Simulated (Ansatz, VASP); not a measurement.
ZnSe: VASP beside Ansatz

```
CELL_PARAMETERS angstrom
0.00000 2.41985 2.41985
2.41985 0.00000 2.41985
2.41985 2.41985 0.00000
ATOMIC_POSITIONS crystal
Zn 0.00000 0.00000 0.00000
Se 0.50000 0.50000 0.50000
```

Change from the starting cell: volume scaled by 0.8, PAW files.

Alike in both runs: task single point; functional LDA; k mesh 13 × 13 × 13; occupations fermi-dirac, width 0.1 eV; no spin polarisation.

```csv
,VASP,Ansatz
version,VASP 6.6.1,Ansatz 0.2.0
potentials or method,"VASP PAW LDA potentials, release 64 (Zn, Se)","PAW with Ansatz's default frozen-core files, scalar-relativistic"
plane-wave cutoff (eV),520,420
valence electrons in the cell,18,28
```

|  | VASP | Ansatz | Ansatz less VASP |
| --- | --- | --- | --- |
| pressure (GPa) | 34.6 | 33.4 | -1.21 |

The two sets of potentials don't hold the same shells in valence.

Caveats: so large a pressure means that the cell lies far from this level's equilibrium, or that cutoff or potentials fall short (VASP).
